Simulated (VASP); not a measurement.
SnSe in VASP 6.6.1, single-point calculation

INCAR

```
PREC = Accurate
LWAVE = .FALSE.
LCHARG = .FALSE.
IVDW = 10
NBANDS = 14
BMIX = 0.5
ENCUT = 520
ISIF = 2
LREAL = .FALSE.
SIGMA = 0.02
LASPH = .TRUE.
EDIFF = 1E-7
IBRION = -1
NELM = 83
ISMEAR = -1
NSW = 0
GGA = PE
```

KPOINTS

```
KPOINTS created by Atomic Simulation Environment
0
Gamma
6 6 6
0 0 0
```

POSCAR

```
Sn Se
 1.0000000000000000
     0.0000000000000000    3.3639842879000001    3.5321835023000001
     3.3639842879000001    0.0000000000000000    3.5321835023000001
     3.3639842879000001    3.3639842879000001    0.0000000000000000
 Sn  Se
   1   1
Cartesian
  0.0000000000000000  0.0000000000000000  0.0000000000000000
  1.6819921439500001  1.6819921439500001  1.7660917511500005
```

The recommended PBE PAW datasets give the neutral cell 20 valence electrons.

Command

```
mpirun -np 1 vasp_std
```

Question: Predict the outcome of this run.

Answer: It converged. Results: gap between bands v and c on the k mesh 0.14 eV; least direct gap on the k mesh 0.66 eV; pressure -1.9 GPa. Band v is the last that the valence electrons fill when counted band by band, and c is the next.

OSZICAR

```
N       E                     dE             d eps       ncg     rms          rms(c)
DAV:   1     0.129286053868E+03    0.12929E+03   -0.97129E+03   840   0.153E+03
DAV:   2     0.518232716687E+01   -0.12410E+03   -0.12159E+03   882   0.348E+02
DAV:   3    -0.776321995739E+01   -0.12946E+02   -0.12877E+02  1056   0.106E+02
DAV:   4    -0.810972399786E+01   -0.34650E+00   -0.34635E+00   876   0.201E+01
DAV:   5    -0.812061147136E+01   -0.10887E-01   -0.10887E-01  1276   0.351E+00    0.317E+00
DAV:   6    -0.774068720168E+01    0.37992E+00   -0.18192E+00  1112   0.710E+00    0.202E+00
DAV:   7    -0.774660101892E+01   -0.59138E-02   -0.89155E-02   888   0.203E+00    0.110E+00
DAV:   8    -0.774867089400E+01   -0.20699E-02   -0.13840E-02   936   0.130E+00    0.971E-02
DAV:   9    -0.774863606739E+01    0.34827E-04   -0.21009E-03  1136   0.394E-01    0.547E-02
DAV:  10    -0.774877170126E+01   -0.13563E-03   -0.25781E-04   858   0.135E-01    0.182E-02
DAV:  11    -0.774879395978E+01   -0.22259E-04   -0.31119E-05   966   0.449E-02    0.502E-03
DAV:  12    -0.774879500968E+01   -0.10499E-05   -0.22436E-06   962   0.189E-02    0.132E-03
DAV:  13    -0.774879520347E+01   -0.19379E-06   -0.33360E-07   926   0.364E-03    0.424E-04
DAV:  14    -0.774879523564E+01   -0.32167E-07   -0.28648E-08   702   0.134E-03
   1 F= -.80970224E+01 E0= -.80969518E+01  d E =-.141229E-03
```

Standard output (part)

```
POSCAR found type information on POSCAR SnSe
 POSCAR found :  2 types and       2 ions
 LDA part: xc-table for (Slater+PW92), standard interpolation
 POSCAR, INCAR and KPOINTS ok, starting setup
 WAVECAR not read
 entering main loop
```

For comparison, a separate PBE run of the intended cell, on usual settings and not on those above, gives a gap of 0.14 eV on its mesh and a pressure of -0.8 GPa.
